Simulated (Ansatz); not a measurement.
Here is an Ansatz 0.2.0 calculation.

The input input.yaml:

```yaml
crystal:
  lattice:
    - [3.9998, 0.0, 0.0]
    - [0.0, 3.9998, 0.0]
    - [0.0, 0.0, 4.018]
  atoms:
    - { symbol: Ba, position: [0.0, 0.0, 0.0] }
    - { symbol: Ti, position: [0.5, 0.5, 0.49] }
    - { symbol: O, position: [0.0, 0.5, 0.517] }
    - { symbol: O, position: [0.5, 0.0, 0.517] }
    - { symbol: O, position: [0.5, 0.5, 0.019] }
hamiltonian:
  xc: blyp
  pseudopotentials: { kind: paw }
  dispersion: d3bj
kpoints:
  mp_grid: { grid: [7, 7, 7] }
scf:
  occupations: { method: fermi_dirac, width: 0.05 }
output:
  forces: true
  stress: true
  write_density: true
  write_potential: true
  elf: true
  volumetric_format: npy
relax:
  f_tol: 0.01
  max_steps: 40
  cell: { stress_tol: 0.05 }
```

Potentials or basis: Ansatz PAW.

Launch:

```bash
$ ansatz run input.yaml --threads 2 --pin off --max-ram 5632MiB --backend cpu --events-out ev --progress --plain --runs-dir out
```

Predict the space group after relaxing (to 0.05 Å).

P4mm (No. 99).

Predict the relaxed cell.

a = 3.983 Å, b = 3.983 Å, c = 4.102 Å, α = 90.00°, β = 90.00°, γ = 90.00°.

What does it give for the relaxed volume?

13.02 Å³/atom.

Predict the band gap on the k mesh.

1.97 eV, indirect (least direct gap 2.30 eV).

Final structure:
```
CELL_PARAMETERS angstrom
3.98300 0.00000 0.00000
0.00000 3.98300 0.00000
0.00000 0.00000 4.10206
ATOMIC_POSITIONS crystal
Ba 0.00000 0.00000 0.99598
Ti 0.50000 0.50000 0.47939
O 0.00000 0.50000 0.51816
O 0.50000 0.00000 0.51816
O 0.50000 0.50000 0.03130
```

Caveat: odd divisions of the mesh miss points on the zone boundary, where band edges often lie, so the gap on the mesh can be too wide; the plane-wave basis is chosen anew once the cell has moved, so the energies of steps on either side of that aren't comparable; the pressure holds a Pulay correction of +0.6 GPa for the finite cutoff; spin-orbit coupling is left out, which moves the levels of the heavy elements; the PAW data sets come from PBE, with cores solved anew for the run's functional, which leaves a small shift of forces and pressure. A k mesh can miss the band edges.
